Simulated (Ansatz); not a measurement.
**Al: equation of state with PBEsol**

**The experiment to reproduce.**

“The interpretation of polycrystalline coherent inelastic neutron scattering from aluminium”, 2013, pmc:3831299 quotes, for a bulk crystal of Al: bulk modulus 76.9 GPa.

Al:

```
Al
1.0
     0.00000    2.02481    2.02481
     2.02481    0.00000    2.02481
     2.02481    2.02481    0.00000
Al
1
Direct
  0.00000 0.00000 0.00000
```

- Program: Ansatz 0.2.0
- Task: equation of state
- Functional: PBEsol
- Potentials or basis: all-electron LAPW, scalar-relativistic
- Basis error allowed: 0.0005 eV/atom
- k mesh: 11 × 11 × 11
- Occupations: fermi-dirac, width 0.05 eV
- Spin: no spin polarisation

```yaml
Equilibrium_volume: 16.20 Å³/atom
Bulk_modulus: 83 GPa
Pressure_derivative_of_the_bulk_modulus: 4.4
```

Energy against volume, from the lowest point:
```tsv
volume (Å³/atom)	energy (meV/atom)
15.607	6.00
15.939	1.07
16.271	0.00
16.603	2.38
16.935	7.83
17.267	16.08
17.599	26.79
```

All runs of the series together: 21 s on 1 thread of Arm Neoverse V2, with other jobs on the host.

A measured bulk modulus of Al is 76.9 GPa (quoted in “The interpretation of polycrystalline coherent inelastic neutron scattering from aluminium”, 2013, pmc:3831299); the calculated 83 GPa misses it by +7.9 %. The fit is for a static lattice scaled at fixed shape and fixed fractional positions. The cell as given is a measured one (16.60 Å³/atom); PBEsol puts the equilibrium volume -2.4 % from it, thermal expansion not counted.
